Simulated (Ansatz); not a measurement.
Runs of Ansatz 0.2.0 on Ti. The structure is hexagonal, space group P6_3/mmc (No. 194). The conventional cell has a = 2.950 Å, b = 2.950 Å, c = 4.680 Å, α = 90.00°, β = 90.00°, γ = 120.00°. Ti (site symmetry -6m2) is surrounded by 12 Ti at 2.89 to 2.95 Å. 

```tsv
task	level	cell	smearing	points for each segment of the path	gap on the mesh (eV)	pressure (GPa)	relaxed volume (Å³/atom)
relaxation of cell and atoms	PBE+D3(BJ)	relaxed	fermi-dirac 0.05 eV	-	-	0.0	16.50
single point	PBE	as given	gaussian 0.019 eV	-	none	-1.4	-
density of states	PBEsol	as given	methfessel-paxton 0.2 eV	-	none	-5.8	-
single point	PBE	as given	gaussian 0.024 eV	-	none	-1.4	-
relaxation of cell and atoms	BLYP	relaxed	fermi-dirac 0.05 eV	-	-	0.0	(a)
single point	PBE	as given	gaussian 0.016 eV	-	none	-1.4	-
relaxation of cell and atoms	RPBE+D4	relaxed	fermi-dirac 0.05 eV	-	none	0.0	17.38
band structure	BLYP	as given	fermi-dirac 0.05 eV	14	none	(b)	-
```

Alike in all rows: potentials or basis Ansatz PAW; no spin polarisation; k mesh 10 × 10 × 6; cutoff (eV) 420.

Task: Estimate the missing entries.

Result: (a) 17.79; (b) 0.9.

Caveats: the PAW data sets come from PBE, with cores solved anew for the run's functional, which leaves a small shift of forces and pressure (some runs); the plane-wave basis is chosen anew once the cell has moved, so the energies of steps on either side of that aren't comparable (some runs); pairwise dispersion overbinds metals, which lowers pressure and volume (some runs).

A gap of «none» marks a metal or a gap under the smearing width.
